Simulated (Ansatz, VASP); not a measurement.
Ge: VASP beside Ansatz

The input INCAR:

```
SYSTEM = Ge
PREC     = Accurate       ! precision mode
ENCUT    = 520            ! plane-wave cutoff, eV
EDIFF    = 1E-7           ! SCF threshold, eV
ISMEAR   = 1              ! smearing method
SIGMA    = 0.2            ! smearing width, eV
LREAL    = .FALSE.        ! projectors in reciprocal space
LASPH    = .TRUE.         ! aspherical terms in the spheres
NELM     = 60             ! most SCF steps
ALGO     = Normal         ! electronic algorithm
ISIF     = 2              ! what is computed and relaxed
LWAVE    = .FALSE.        ! write WAVECAR
LCHARG   = .FALSE.        ! write CHGCAR
NBANDS   = 21             ! bands
```

File KPOINTS:

```
regular mesh
0
G
  12 12 12
  0 0 0
```

POSCAR

```
Ge
1.0
   -2.5744897200      2.5744897200      1.3974126400
    2.5744897200     -2.5744897200      1.3974126400
    2.5744897200      2.5744897200     -1.3974126400
Ge
2
Direct
    0.2500000000      0.7500000000      0.5000000000
    0.5000000000      0.5000000000      0.0000000000
```

Input for Ansatz:

```yaml
crystal:
  lattice:
    - [-2.57448972, 2.57448972, 1.39741264]
    - [2.57448972, -2.57448972, 1.39741264]
    - [2.57448972, 2.57448972, -1.39741264]
  atoms:
    - { symbol: Ge, position: [0.25, 0.75, 0.5] }
    - { symbol: Ge, position: [0.5, 0.5, 0.0] }
kpoints:
  mp_grid:
    grid: [12, 12, 12]
hamiltonian:
  xc: lda
  pseudopotentials:
    kind: paw
scf:
  occupations:
    method: cold
    width: 0.2
output:
  forces: true
  stress: true
```

This isn't the form of Ge at room conditions, which is diamond.

Alike in both runs: task single point; functional LDA; k mesh 12 × 12 × 12; no spin polarisation.

|  | VASP | Ansatz |
| --- | --- | --- |
| version | VASP 6.6.1 | Ansatz 0.2.0 |
| potentials or method | VASP PAW LDA potentials, release 64 (Ge_d) | plane waves, PAW |
| plane-wave cutoff (eV) | 520 | 420 |
| occupations | methfessel-paxton of order 1, width 0.2 eV | cold, width 0.2 eV |
| valence electrons in the cell | 28 | 28 |

VASP gave:

| Quantity | Value |
| --- | --- |
| pressure (GPa) | -2.7 |
| largest component of the traceless stress (GPa) | 0.77 |

**Question.** Which values does Ansatz return?

**Answer.** Pressure (GPa): -2.7; largest component of the traceless stress (GPa): 0.81.
